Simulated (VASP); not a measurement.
Wanted: the native input for a VASP 6.6.1 run.

| Property | Result |
| --- | --- |
| Task | single point |
| Functional | r2SCAN |
| Potentials or basis | VASP PAW PBE potentials, release 64 (Mg) |
| Cutoff | 520 eV |
| k mesh | 6 × 6 × 6 |
| Occupations | fermi-dirac, width 0.05 eV |
| Spin | no spin polarisation |
| Dipole correction | no |
| Further INCAR settings | ALGO = Normal; EDIFF = 1e-06; NBANDS = 9 |

Crystal: Mg.

```
Mg
1.0
     3.56101    0.00000    0.00000
     0.00000    3.56101    0.00000
     0.00000    0.00000    3.56101
Mg
2
Direct
  0.00000 0.00000 0.00000
  0.50000 0.50000 0.50000
```

The cell was built by a generator and needn't be a form met in nature.

The input as run:

POSCAR

```
Mg
1.0
    3.5610076133      0.0000000000      0.0000000000
    0.0000000000      3.5610076133      0.0000000000
    0.0000000000      0.0000000000      3.5610076133
Mg
2
Direct
    0.0000000000      0.0000000000      0.0000000000
    0.5000000000      0.5000000000      0.5000000000
```

INCAR.step1

```
PREC = Accurate
ENCUT = 520
ISMEAR = -1
SIGMA = 0.05
LREAL = False
LASPH = True
NELM = 100
NBANDS = 9
GGA = PE
ALGO = Normal
EDIFF = 1E-4
LWAVE = True
LCHARG = False
```

INCAR.step2

```
PREC = Accurate
ENCUT = 520
EDIFF = 1E-6
ISMEAR = -1
SIGMA = 0.05
LREAL = False
LASPH = True
NELM = 100
ALGO = Normal
ISIF = 2
LWAVE = False
LCHARG = False
METAGGA = R2SCAN
LMIXTAU = True
NBANDS = 9
ISTART = 1
```

KPOINTS

```
regular mesh
0
Gamma
  6 6 6
```

Potentials or basis: VASP PAW PBE potentials, release 64 (Mg).

Run with:

```console
$ cat potpaw_PBE.64/Mg/POTCAR > POTCAR
$ cp INCAR.step1 INCAR
$ mpirun -np 1 vasp_std > vasp.out
$ cp INCAR.step2 INCAR
$ mpirun -np 1 vasp_std > vasp.out
```

It gave:

```json
{"Pressure": "-0.3 GPa", "Band gap on the k mesh": "none (metal or under the smearing width)"}
```

Caveat: the PAW data sets were made with another functional, which shifts forces and pressure a little.

Wall time 18 s on 1 thread of AMD EPYC 9R45 96-Core Processor (Zen 5) (shared host), peak memory 0.13 GiB.
